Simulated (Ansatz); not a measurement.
Independent-particle absorption of GaAs (F-43m, a = 5.745 Å, b = 5.745 Å, c = 5.745 Å, α = 90.00°, β = 90.00°, γ = 90.00°), no local fields or excitons, 0.1 eV broadening. Method: DFT PBE, scalar-relativistic, plane waves, PAW in Ansatz.

Settings: cutoff 420 eV, Γ-centred mesh 12×12×12 on the computed 2-atom cell, Gaussian smearing of 0.02 eV; no spin polarisation. The spectrum is summed on a 18×18×18 mesh.

```
CELL_PARAMETERS angstrom
0.00000 2.87269 2.87269
2.87269 0.00000 2.87269
2.87269 2.87269 0.00000
ATOMIC_POSITIONS crystal
Ga 0.00000 0.00000 0.00000
As 0.25000 0.25000 0.25000
```

```json
{"photon energy (eV)": "0.0", "ε2,zz": "0.00"}
{"photon energy (eV)": "0.4", "ε2,zz": "1.79"}
{"photon energy (eV)": "0.8", "ε2,zz": "2.15"}
{"photon energy (eV)": "1.2", "ε2,zz": "2.63"}
{"photon energy (eV)": "1.6", "ε2,zz": "3.91"}
{"photon energy (eV)": "2.0", "ε2,zz": "17.59"}
{"photon energy (eV)": "2.4", "ε2,zz": "14.43"}
{"photon energy (eV)": "2.8", "ε2,zz": "11.50"}
{"photon energy (eV)": "3.2", "ε2,zz": "10.26"}
{"photon energy (eV)": "3.6", "ε2,zz": "13.52"}
{"photon energy (eV)": "4.0", "ε2,zz": "28.09"}
{"photon energy (eV)": "4.4", "ε2,zz": "17.76"}
{"photon energy (eV)": "4.8", "ε2,zz": "12.13"}
{"photon energy (eV)": "5.2", "ε2,zz": "8.56"}
{"photon energy (eV)": "5.6", "ε2,zz": "11.63"}
{"photon energy (eV)": "6.0", "ε2,zz": "6.91"}
{"photon energy (eV)": "6.4", "ε2,zz": "5.17"}
{"photon energy (eV)": "6.8", "ε2,zz": "3.95"}
{"photon energy (eV)": "7.2", "ε2,zz": "3.09"}
{"photon energy (eV)": "7.6", "ε2,zz": "2.56"}
{"photon energy (eV)": "8.0", "ε2,zz": "2.26"}
{"photon energy (eV)": "8.4", "ε2,zz": "2.13"}
{"photon energy (eV)": "8.8", "ε2,zz": "1.96"}
{"photon energy (eV)": "9.2", "ε2,zz": "1.60"}
{"photon energy (eV)": "9.6", "ε2,zz": "1.22"}
{"photon energy (eV)": "10.0", "ε2,zz": "1.13"}
{"photon energy (eV)": "10.4", "ε2,zz": "1.07"}
{"photon energy (eV)": "10.8", "ε2,zz": "0.91"}
{"photon energy (eV)": "11.2", "ε2,zz": "0.69"}
{"photon energy (eV)": "11.6", "ε2,zz": "0.55"}
{"photon energy (eV)": "12.0", "ε2,zz": "0.51"}
{"photon energy (eV)": "12.4", "ε2,zz": "0.45"}
{"photon energy (eV)": "12.8", "ε2,zz": "0.48"}
{"photon energy (eV)": "13.2", "ε2,zz": "0.44"}
{"photon energy (eV)": "13.6", "ε2,zz": "0.40"}
{"photon energy (eV)": "14.0", "ε2,zz": "0.35"}
```

The strongest peak lies near 4.2 eV. ε∞ (xx, yy, zz) = 16.5, 16.5, 16.5.

Cost: 1 run of about 1.4 core-minutes, on Arm Neoverse V2 (shared hosts).